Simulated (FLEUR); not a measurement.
# PbSe (Clausthalite) (Fm-3m) in FLEUR: a series of runs

Runs on PbSe (Clausthalite). Level: AM05. Tasks: band structure, equation of state.

Everything below comes from runs of FLEUR MaX-R8.1 (later development tree). Logs are shortened: lines on timing, memory, paths and dates and some standing lists are left out, and cuts for length are marked.

**Experimental background.**

From a printed reference work, monograph, for a bulk crystal of PbSe at 4.2 K: band gap 0.15 eV (direct).

The results are compared with them further down.

## (1) The structure

Symmetry: Fm-3m, No. 225, cubic system. Conventional cell: a = 6.121 Å, b = 6.121 Å, c = 6.121 Å, α = 90.00°, β = 90.00°, γ = 90.00°. Pb (site symmetry m-3m) has 6 Se at 3.06 Å as nearest neighbours. Se (site symmetry m-3m) has 6 Pb at 3.06 Å as nearest neighbours.

## (2) Band structure, AM05

File inp.xml:

```xml
<?xml version="1.0" encoding="UTF-8" standalone="no"?>
<fleurInput fleurInputVersion="0.39">
   <comment>
      PbSe                                                                                                
   </comment>
   <calculationSetup>
      <cutoffs Kmax="4.1" Gmax="12.7" GmaxXC="12.7" numbands="0"/>
      <scfLoop itmax="60" minDistance="0.00001" maxIterBroyd="15" imix="Anderson" alpha="0.05" precondParam="0.0" spinf="2.0" sdNocoIR="T"/>
      <coreElectrons ctail="T" frcor="F" kcrel="0" coretail_lmax="0"/>
      <xcFunctional name="LibXC" relativisticCorrections="F">
         <LibXCName exchange="gga_x_am05" correlation="gga_c_am05"/>
      </xcFunctional>
      <magnetism jspins="1"/>
      <soc l_soc="F" theta="0.0" phi="0.0" spav="F"/>
      <expertModes spex="0" secvar="F"/>
      <geometryOptimization l_f="F" forcealpha="1.0" forcemix="BFGS" epsdisp="0.00001" epsforce="0.00001"/>
      <ldaU l_linMix="F" mixParam="0.05" spinf="1.0"/>
   </calculationSetup>
   <cell>
      <bzIntegration valenceElectrons="36.0" mode="hist" fermiSmearingEnergy="0.00183747">
         <kPointListSelection listName="default-1"/>
         <!-- k-points included here -->
         <xi:include xmlns:xi="http://www.w3.org/2001/XInclude" href="kpts.xml"> </xi:include>
      </bzIntegration>
      <!-- symmetry operations included here -->
      <xi:include xmlns:xi="http://www.w3.org/2001/XInclude" href="sym.xml"> </xi:include>
      <bulkLattice scale="1.0">
         <bravaisMatrix>
[... 33 lines left out ...]
         <lo type="SCLO" l="2" n="3" eDeriv="0"/>
         <lo type="SCLO" l="0" n="4" eDeriv="2"/>
         <lo type="SCLO" l="1" n="4" eDeriv="2"/>
         <lo type="SCLO" l="3" n="4" eDeriv="2"/>
      </species>
   </atomSpecies>
   <atomGroups>
      <atomGroup species="Lead (Pb)">
         <relPos label="                   1">.0000000000 .0000000000 .0000000000</relPos>
         <force calculate="T" relaxXYZ="TTT"/>
      </atomGroup>
      <atomGroup species="Selenium (Se)">
         <relPos label="                   2">1.000/2.000 1.000/2.000 1.000/2.000</relPos>
         <force calculate="T" relaxXYZ="TTT"/>
      </atomGroup>
   </atomGroups>
   <output dos="F" band="F" slice="F">
      <checks vchk="F" cdinf="F"/>
      <bandDOS minEnergy="-.5*Htr" maxEnergy="0.5*Htr" sigma="0.015" storeEVData="T"/>
      <vacuumDOS vacdos="F" integ="F" star="F" nstars="0" locx1="0.0" locy1="0.0" locx2="0.0" locy2="0.0" nstm="0" tworkf="0.0"/>
      <unfoldingBand unfoldBand="F" supercellX="1" supercellY="1" supercellZ="1"/>
      <plotting iplot="0" polar="F">
         <plot TwoD="T" vec1="  1.0  0.0  0.0" vec2="  0.0  1.0  0.0" vec3="  0.0  0.0  1.0" zero="  0.0  0.0  0.0" file="plot"/>
      </plotting>
      <chargeDensitySlicing numkpt="0" minEigenval="0.0" maxEigenval="0.0" nnne="0" pallst="F"/>
      <specialOutput eonly="F"/>
      <moessbauerParams electricFieldGradient="T" isomerShift="T" coreHyperfine="T" valenceHyperfine="T"/>
      <magneticCircularDichroism mcd="F" energyLo="-10.0" energyUp="0.0"/>
   </output>
  <!-- We include the file relax.xml here to enable relaxations (see documentation) -->
  <xi:include xmlns:xi="http://www.w3.org/2001/XInclude" href="relax.xml"> <xi:fallback/> </xi:include>
</fleurInput>
```

File crystal.txt:

```
PbSe
&input cartesian=F /
0.0000000000  3.0606500000  3.0606500000
3.0606500000  0.0000000000  3.0606500000
3.0606500000  3.0606500000  0.0000000000
1.8897261246
1.0 1.0 1.0

2
82 0.0000000000  0.0000000000  0.0000000000
34 0.5000000000  0.5000000000  0.5000000000

&kpt div1=8 div2=8 div3=8 gamma=T /
```

File inp.xml (bands):

```
<?xml version="1.0" encoding="UTF-8" standalone="no"?>
<fleurInput fleurInputVersion="0.39">
   <comment>
      PbSe                                                                                                
   </comment>
   <calculationSetup>
      <cutoffs Kmax="4.1" Gmax="12.7" GmaxXC="12.7" numbands="0"/>
      <scfLoop itmax="60" minDistance="0.00001" maxIterBroyd="15" imix="Anderson" alpha="0.05" precondParam="0.0" spinf="2.0" sdNocoIR="T"/>
      <coreElectrons ctail="T" frcor="F" kcrel="0" coretail_lmax="0"/>
      <xcFunctional name="LibXC" relativisticCorrections="F">
         <LibXCName exchange="gga_x_am05" correlation="gga_c_am05"/>
      </xcFunctional>
      <magnetism jspins="1"/>
      <soc l_soc="F" theta="0.0" phi="0.0" spav="F"/>
      <expertModes spex="0" secvar="F"/>
      <geometryOptimization l_f="F" forcealpha="1.0" forcemix="BFGS" epsdisp="0.00001" epsforce="0.00001"/>
      <ldaU l_linMix="F" mixParam="0.05" spinf="1.0"/>
   </calculationSetup>
   <cell>
      <bzIntegration valenceElectrons="36.0" mode="hist" fermiSmearingEnergy="0.00183747">
         <kPointListSelection listName="path-1"/>
         <!-- k-points included here -->
         <xi:include xmlns:xi="http://www.w3.org/2001/XInclude" href="kpts.xml"> </xi:include>
      </bzIntegration>
      <!-- symmetry operations included here -->
      <xi:include xmlns:xi="http://www.w3.org/2001/XInclude" href="sym.xml"> </xi:include>
      <bulkLattice scale="1.0">
         <bravaisMatrix>
[... 32 lines left out ...]
         <energyParameters s="4" p="4" d="4" f="4"/>
         <lo type="SCLO" l="2" n="3" eDeriv="0"/>
         <lo type="SCLO" l="0" n="4" eDeriv="2"/>
         <lo type="SCLO" l="1" n="4" eDeriv="2"/>
         <lo type="SCLO" l="3" n="4" eDeriv="2"/>
      </species>
   </atomSpecies>
   <atomGroups>
      <atomGroup species="Lead (Pb)">
         <relPos label="                   1">.0000000000 .0000000000 .0000000000</relPos>
         <force calculate="T" relaxXYZ="TTT"/>
      </atomGroup>
      <atomGroup species="Selenium (Se)">
         <relPos label="                   2">1.000/2.000 1.000/2.000 1.000/2.000</relPos>
         <force calculate="T" relaxXYZ="TTT"/>
      </atomGroup>
   </atomGroups>
   <output dos="F" band="T" slice="F">
      <checks vchk="F" cdinf="F"/>
      <bandDOS minEnergy="-.5*Htr" maxEnergy="0.5*Htr" sigma="0.015" storeEVData="T"/>
      <vacuumDOS vacdos="F" integ="F" star="F" nstars="0" locx1="0.0" locy1="0.0" locx2="0.0" locy2="0.0" nstm="0" tworkf="0.0"/>
      <unfoldingBand unfoldBand="F" supercellX="1" supercellY="1" supercellZ="1"/>
      <plotting iplot="0" polar="F">
         <plot TwoD="T" vec1="  1.0  0.0  0.0" vec2="  0.0  1.0  0.0" vec3="  0.0  0.0  1.0" zero="  0.0  0.0  0.0" file="plot"/>
      </plotting>
      <chargeDensitySlicing numkpt="0" minEigenval="0.0" maxEigenval="0.0" nnne="0" pallst="F"/>
      <specialOutput eonly="F"/>
      <moessbauerParams electricFieldGradient="T" isomerShift="T" coreHyperfine="T" valenceHyperfine="T"/>
      <magneticCircularDichroism mcd="F" energyLo="-10.0" energyUp="0.0"/>
   </output>
  <!-- We include the file relax.xml here to enable relaxations (see documentation) -->
  <xi:include xmlns:xi="http://www.w3.org/2001/XInclude" href="relax.xml"> <xi:fallback/> </xi:include>
</fleurInput>
```

Potentials or basis: all-electron, FLAPW.

Run with:

```bash
$ inpgen -f crystal.txt -profile fastHighL
$ # inp.xml edited to the form shown
$ fleur_MPI
$ fleur_MPI   # second run, on inp.xml (bands)
```

What it wrote:

```text
Welcome to FLEUR        (www.flapw.de)
      MaX-Release 8.1          (www.max-centre.eu)
 func_ids         135         120         135         120
The functional 'Armiento & Mattsson 05' is an exchange functional, it belongs to the 'GGA' family and is defined in the reference(s):
[1] R. Armiento and A. E. Mattsson.,  Phys. Rev. B 72, 085108 (2005)
[2] A. E. Mattsson, R. Armiento, J. Paier, G. Kresse, J. M. Wills, and T. R. Mattsson.,  J. Chem. Phys. 128, 084714 (2008)
The functional 'Armiento & Mattsson 05' is a correlation functional, it belongs to the 'GGA' family and is defined in the reference(s):
[1] R. Armiento and A. E. Mattsson.,  Phys. Rev. B 72, 085108 (2005)
[2] A. E. Mattsson, R. Armiento, J. Paier, G. Kresse, J. M. Wills, and T. R. Mattsson.,  J. Chem. Phys. 128, 084714 (2008)
 Using same functional for VXC and EXC

 ========== k-point set info ==========
 Selected k-point list: default-1
 k-point list type: mesh
 8 x 8 x 8
 Number of k points: 29

 ------------Calculation Setup---------------------------
 Number of MPI-tasks      :            1
 Number of PE/node        :            1
 Number of OMP-threads    :            1
 Most efficient MPI parallelization for:
           1          29
 Additional eigenvalue parallelization possible
 Number of basis functions:          534
 Approximate size of matrices (H+S) per k-point:         0.004 GB
 --------------------------------------------------------
 Iteration:     1   Distance:       9.52023281 me/bohr^3
 Iteration:     2   Distance:       8.85806813 me/bohr^3
 Iteration:     3   Distance:       4.55778588 me/bohr^3
 Iteration:     4   Distance:       1.59386178 me/bohr^3
 Iteration:     5   Distance:       0.96408055 me/bohr^3
 Iteration:     6   Distance:       0.12232559 me/bohr^3
 Iteration:     7   Distance:       0.11257091 me/bohr^3
 Iteration:     8   Distance:       0.01744577 me/bohr^3
 Iteration:     9   Distance:       0.00751572 me/bohr^3
 Iteration:    10   Distance:       0.00684596 me/bohr^3
 Iteration:    11   Distance:       0.00106563 me/bohr^3
 Iteration:    12   Distance:       0.00023409 me/bohr^3
 Iteration:    13   Distance:       0.00014636 me/bohr^3
 Iteration:    14   Distance:       0.00001558 me/bohr^3
 Iteration:    15   Distance:       0.00001380 me/bohr^3
 Iteration:    16   Distance:       0.00001230 me/bohr^3
 Iteration:    17   Distance:       0.00000672 me/bohr^3

 ********************************************************************
 Run finished successfully
 Stop message:
   all done
 ********************************************************************
```

It took 59 s on 1 thread of Arm Neoverse V1, shared host; peak memory 0.08 GiB.

Results:

```
Free energy                                           : -635242.5804 eV
Band gap on the k mesh                                : 0.26 eV, direct
Band gap along the path                               : 0.26 eV, direct
Valence electrons inside the program's atomic spheres : Pb 17.92; Se 14.62 (radii Pb 2.66, Se 2.46 bohr)
```

Levels at the corners of the path, in eV from the valence-band top:
| point | band 14 | band 15 | band 16 | band 17 | band 18 | band 19 | band 20 | band 21 | band 22 | band 23 |
| --- | --- | --- | --- | --- | --- | --- | --- | --- | --- | --- |
| Γ | -13.59 | -6.33 | -1.87 | -1.87 | -1.87 | 4.71 | 4.71 | 4.71 | 6.53 | 6.53 |
| X | -12.14 | -7.42 | -4.99 | -3.23 | -3.23 | 3.66 | 5.61 | 5.61 | 6.03 | 11.35 |
| W | -12.11 | -8.05 | -4.23 | -4.23 | -0.78 | 1.88 | 4.93 | 4.93 | 7.72 | 7.72 |
| K | -12.15 | -8.07 | -4.58 | -2.72 | -2.40 | 3.38 | 4.01 | 5.43 | 5.80 | 10.12 |
| Γ | -13.59 | -6.33 | -1.87 | -1.87 | -1.87 | 4.71 | 4.71 | 4.71 | 6.53 | 6.53 |
| L | -12.52 | -8.83 | -1.45 | -1.45 | 0.00 | 0.26 | 1.69 | 1.69 | 8.47 | 10.14 |
| U | -12.15 | -8.07 | -4.58 | -2.72 | -2.40 | 3.38 | 4.01 | 5.43 | 5.80 | 10.12 |
| W | -12.11 | -8.05 | -4.23 | -4.23 | -0.78 | 1.88 | 4.93 | 4.93 | 7.72 | 7.72 |
| L | -12.52 | -8.83 | -1.45 | -1.45 | 0.00 | 0.26 | 1.69 | 1.69 | 8.47 | 10.14 |
| K | -12.15 | -8.07 | -4.58 | -2.72 | -2.40 | 3.38 | 4.01 | 5.43 | 5.80 | 10.12 |
| U | -12.15 | -8.07 | -4.58 | -2.72 | -2.40 | 3.38 | 4.01 | 5.43 | 5.80 | 10.12 |
| X | -12.14 | -7.42 | -4.99 | -3.23 | -3.23 | 3.66 | 5.61 | 5.61 | 6.03 | 11.35 |

Core levels (eV from the Fermi level):
| atom | levels |
| --- | --- |
| 1 Pb | 1s1/2 -87914.3, 2s1/2 -15709.3, 2p1/2 -15086.7, 2p3/2 -12899.4, 3s1/2 -3767.3, 3p1/2 -3486.5, 3p3/2 -2998.5, 4s1/2 -849.2, 3d3/2 -2536.8, 3d5/2 -2432.9, 4p1/2 -727.8, 4p3/2 -608.1, 4d3/2 -410.3, 4d5/2 -388.0, 4f5/2 -131.6, 4f7/2 -126.6, 5s1/2 -139.7 |
| 2 Se | 1s1/2 -12475.2, 2s1/2 -1598.3, 2p1/2 -1434.1, 2p3/2 -1392.4, 3s1/2 -206.9, 3p1/2 -150.8, 3p3/2 -144.9 |

Caveat: spin-orbit coupling is left out, which as a rule narrows the gap of such compounds by several tenths of an eV.

## (3) Equation of state, AM05, 26.95 Å³/atom (volume scaled by 0.94)

Changes to inp.xml since step 2:

```diff
@@ -26,3 +26,3 @@
       <xi:include xmlns:xi="http://www.w3.org/2001/XInclude" href="sym.xml"> </xi:include>
-      <bulkLattice scale="1.0">
+      <bulkLattice scale="0.9795861087">
          <bravaisMatrix>
@@ -52,3 +52,3 @@
       <species name="Selenium (Se)" element="Se" atomicNumber="34">
-         <mtSphere radius="2.46" gridPoints="813" logIncrement="0.015"/>
+         <mtSphere radius="2.39" gridPoints="813" logIncrement="0.015"/>
          <atomicCutoffs lmax="10" lnonsphr="8"/>
```

Potentials or basis: all-electron, FLAPW.

Run with:

```bash
$ inpgen -f crystal.txt -profile fastHighL
$ # inp.xml edited to the form shown
$ fleur_MPI
```

What it wrote:

```text
Welcome to FLEUR        (www.flapw.de)
      MaX-Release 8.1          (www.max-centre.eu)
 func_ids         135         120         135         120
The functional 'Armiento & Mattsson 05' is an exchange functional, it belongs to the 'GGA' family and is defined in the reference(s):
[1] R. Armiento and A. E. Mattsson.,  Phys. Rev. B 72, 085108 (2005)
[2] A. E. Mattsson, R. Armiento, J. Paier, G. Kresse, J. M. Wills, and T. R. Mattsson.,  J. Chem. Phys. 128, 084714 (2008)
The functional 'Armiento & Mattsson 05' is a correlation functional, it belongs to the 'GGA' family and is defined in the reference(s):
[1] R. Armiento and A. E. Mattsson.,  Phys. Rev. B 72, 085108 (2005)
[2] A. E. Mattsson, R. Armiento, J. Paier, G. Kresse, J. M. Wills, and T. R. Mattsson.,  J. Chem. Phys. 128, 084714 (2008)
 Using same functional for VXC and EXC

 ========== k-point set info ==========
 Selected k-point list: default-1
 k-point list type: mesh
 8 x 8 x 8
 Number of k points: 29

 ------------Calculation Setup---------------------------
 Number of MPI-tasks      :            1
 Number of PE/node        :            1
 Number of OMP-threads    :            1
 Most efficient MPI parallelization for:
           1          29
 Additional eigenvalue parallelization possible
 Number of basis functions:          514
 Approximate size of matrices (H+S) per k-point:         0.004 GB
 --------------------------------------------------------
 Iteration:     1   Distance:       9.66964800 me/bohr^3
 Iteration:     2   Distance:       9.01881227 me/bohr^3
 Iteration:     3   Distance:       4.49692790 me/bohr^3
 Iteration:     4   Distance:       1.45637894 me/bohr^3
 Iteration:     5   Distance:       0.90527836 me/bohr^3
 Iteration:     6   Distance:       0.11724674 me/bohr^3
 Iteration:     7   Distance:       0.10892214 me/bohr^3
 Iteration:     8   Distance:       0.02095800 me/bohr^3
 Iteration:     9   Distance:       0.00813104 me/bohr^3
 Iteration:    10   Distance:       0.00653395 me/bohr^3
 Iteration:    11   Distance:       0.00106470 me/bohr^3
 Iteration:    12   Distance:       0.00024177 me/bohr^3
 Iteration:    13   Distance:       0.00014909 me/bohr^3
 Iteration:    14   Distance:       0.00001391 me/bohr^3
 Iteration:    15   Distance:       0.00000583 me/bohr^3

 ********************************************************************
 Run finished successfully
 Stop message:
   all done
 ********************************************************************
```

Run time: 46 s. Hardware: 1 thread of Arm Neoverse V1, shared host; peak memory 0.08 GiB.

What came out:

```yaml
Free_energy: -635242.5417 eV
Band_gap_on_the_k_mesh: 0.04 eV, direct
Valence_electrons_inside_the_program's_atomic_spheres: Pb 17.97; Se 14.47 (radii Pb 2.66, Se 2.39 bohr)
```

Caveat: spin-orbit coupling is left out, which as a rule narrows the gap of such compounds by several tenths of an eV.

## (4) Equation of state, AM05, 27.52 Å³/atom (volume scaled by 0.96)

Changes to inp.xml since step 3:

```diff
@@ -26,3 +26,3 @@
       <xi:include xmlns:xi="http://www.w3.org/2001/XInclude" href="sym.xml"> </xi:include>
-      <bulkLattice scale="0.9795861087">
+      <bulkLattice scale="0.9864848297">
          <bravaisMatrix>
```

Run with:

```bash
$ inpgen -f crystal.txt -profile fastHighL
$ # inp.xml edited to the form shown
$ fleur_MPI
```

It took 48 s on 1 thread of Arm Neoverse V1, shared host; peak memory 0.09 GiB.

Results (log left out):

```yaml
Free_energy: -635242.5636 eV
Band_gap_on_the_k_mesh: 0.12 eV, direct
Valence_electrons_inside_the_program's_atomic_spheres: Pb 17.95; Se 14.45 (radii Pb 2.66, Se 2.39 bohr)
```

Caveat: spin-orbit coupling is left out, which as a rule narrows the gap of such compounds by several tenths of an eV.

## (5) Equation of state, AM05, 28.67 Å³/atom

Changes to inp.xml since step 4:

```diff
@@ -26,3 +26,3 @@
       <xi:include xmlns:xi="http://www.w3.org/2001/XInclude" href="sym.xml"> </xi:include>
-      <bulkLattice scale="0.9864848297">
+      <bulkLattice scale="1.0000000000">
          <bravaisMatrix>
```

Run with:

```bash
$ inpgen -f crystal.txt -profile fastHighL
$ # inp.xml edited to the form shown
$ fleur_MPI
```

It took 54 s on 1 thread of Arm Neoverse V1, shared host; peak memory 0.09 GiB.

It converged, with:

```
Free energy                                           : -635242.5801 eV
Band gap on the k mesh                                : 0.26 eV, direct
Valence electrons inside the program's atomic spheres : Pb 17.92; Se 14.43 (radii Pb 2.66, Se 2.39 bohr)
```

Caveat: spin-orbit coupling is left out, which as a rule narrows the gap of such compounds by several tenths of an eV.

## (6) Equation of state, AM05, 29.82 Å³/atom (volume scaled by 1.04)

Changes to inp.xml since step 5:

```diff
@@ -26,3 +26,3 @@
       <xi:include xmlns:xi="http://www.w3.org/2001/XInclude" href="sym.xml"> </xi:include>
-      <bulkLattice scale="1.0000000000">
+      <bulkLattice scale="1.0131594038">
          <bravaisMatrix>
```

Potentials or basis: all-electron, FLAPW.

Run with:

```bash
$ inpgen -f crystal.txt -profile fastHighL
$ # inp.xml edited to the form shown
$ fleur_MPI
```

It took 61 s on 1 thread of Arm Neoverse V1, shared host; peak memory 0.09 GiB.

It converged, with:

| Quantity | Value |
| --- | --- |
| Free energy | -635242.5678 eV |
| Band gap on the k mesh | 0.39 eV, direct |
| Valence electrons inside the program's atomic spheres | Pb 17.89; Se 14.41 (radii Pb 2.66, Se 2.39 bohr) |

Caveat: spin-orbit coupling is left out, which as a rule narrows the gap of such compounds by several tenths of an eV.

## (7) Equation of state, AM05, 30.39 Å³/atom (volume scaled by 1.06)

Changes to inp.xml since step 6:

```diff
@@ -26,3 +26,3 @@
       <xi:include xmlns:xi="http://www.w3.org/2001/XInclude" href="sym.xml"> </xi:include>
-      <bulkLattice scale="1.0131594038">
+      <bulkLattice scale="1.0196128224">
          <bravaisMatrix>
```

Run with:

```bash
$ inpgen -f crystal.txt -profile fastHighL
$ # inp.xml edited to the form shown
$ fleur_MPI
```

Run time: 62 s. Hardware: 1 thread of Arm Neoverse V1, shared host; peak memory 0.09 GiB.

It converged, with:

| Quantity | Value |
| --- | --- |
| Free energy | -635242.5525 eV |
| Band gap on the k mesh | 0.44 eV, direct |
| Valence electrons inside the program's atomic spheres | Pb 17.88; Se 14.40 (radii Pb 2.66, Se 2.39 bohr) |

Caveat: spin-orbit coupling is left out, which as a rule narrows the gap of such compounds by several tenths of an eV.

## (8) Equation of state, AM05

This step only gathers the single runs of the series.

What came out:

* Equilibrium volume: 28.71 Å³/atom
* Bulk modulus: 50 GPa
* Pressure derivative of the bulk modulus: 5.1 (rough: it moves with the points fitted)

Energy against volume, from the lowest point:
```csv
volume (Å³/atom),energy (meV/atom)
26.951,19.23
27.524,8.27
28.671,0.00
29.818,6.13
30.391,13.80
```

## (9) Comparison with measurements

Step 2. Measured gap of PbSe: 0.15 eV (direct; 4.2 K; a printed reference work, monograph). This calculation gives 0.26 eV (+0.11 eV). 2 values of this kind are on record (0.15 to 0.28 eV); this one was drawn at random. Spin-orbit coupling on Pb, Se is left out. The value is that of AM05, without temperature or zero-point motion.

Step 8. The cell as given is a measured one (28.67 Å³/atom); AM05 puts the equilibrium volume +0.1 % from it, thermal expansion not counted.
